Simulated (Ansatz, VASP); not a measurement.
**GaAs in VASP and in Ansatz**

INCAR

```
ALGO = Normal ; EDIFF = 1E-6
EDIFFG = -0.02 ; ENCUT = 600
GGA = PS ; IBRION = 2
ISIF = 3 ; ISMEAR = -1
IVDW = 13 ; LASPH = True
LCHARG = False ; LREAL = False
LWAVE = False ; NELM = 80
NSW = 60 ; PREC = Accurate
SIGMA = 0.05
```

Contents of KPOINTS:

```
k-points
0
Gamma
  8 8 8
```

File POSCAR:

```
GaAs
1.0
    0.0000000000      2.8268500000      2.8268500000
    2.8268500000      0.0000000000      2.8268500000
    2.8268500000      2.8268500000      0.0000000000
As Ga
1 1
Direct
    0.7500000000      0.7500000000      0.7500000000
    0.0000000000      0.0000000000      0.0000000000
```

File input.yaml:

```yaml
crystal:
  lattice:
    - [0.0, 2.82685, 2.82685]
    - [2.82685, 0.0, 2.82685]
    - [2.82685, 2.82685, 0.0]
  atoms:
    - { symbol: As, position: [0.75, 0.75, 0.75] }
    - { symbol: Ga, position: [0.0, 0.0, 0.0] }
hamiltonian:
  xc: pbesol
  pseudopotentials: { kind: paw }
  dispersion: d4
kpoints:
  mp_grid: { grid: [8, 8, 8] }
scf:
  occupations: { method: fermi_dirac, width: 0.05 }
output:
  forces: true
  stress: true
relax:
  f_tol: 0.01
  max_steps: 40
  cell: { stress_tol: 0.05 }
```

Alike in both runs: task relaxation of cell and atoms; functional PBEsol; dispersion D4; k mesh 8 × 8 × 8; occupations fermi-dirac, width 0.05 eV; no spin polarisation.

```csv
,VASP,Ansatz
version,VASP 6.6.1,Ansatz 0.2.0
potentials or method,"VASP PAW PBE potentials, release 64 (As, Ga_d)",Ansatz PAW
plane-wave cutoff (eV),600,420
valence electrons in the cell,18,28
```

Ansatz gave:

| Item | Value |
| --- | --- |
| relaxed volume (Å³/atom) | 22.14 |
| relaxed cell length with the largest relative difference (Å) | 3.971 |
| energy change over the relaxation (meV/atom) | -2 |

Question: Estimate VASP's values.

Answer: Relaxed volume (Å³/atom): 22.19; relaxed cell length with the largest relative difference (Å): 3.974; energy change over the relaxation (meV/atom): -2.

The two sets of potentials don't hold the same shells in valence.

Caveats: the PAW data sets were made with another functional, which shifts forces and pressure a little (VASP); the plane-wave basis is chosen anew once the cell has moved, so the energies of steps on either side of that aren't comparable (Ansatz); the PAW data sets come from PBE, with cores solved anew for the run's functional, which leaves a small shift of forces and pressure (Ansatz). A k mesh can miss the band edges.
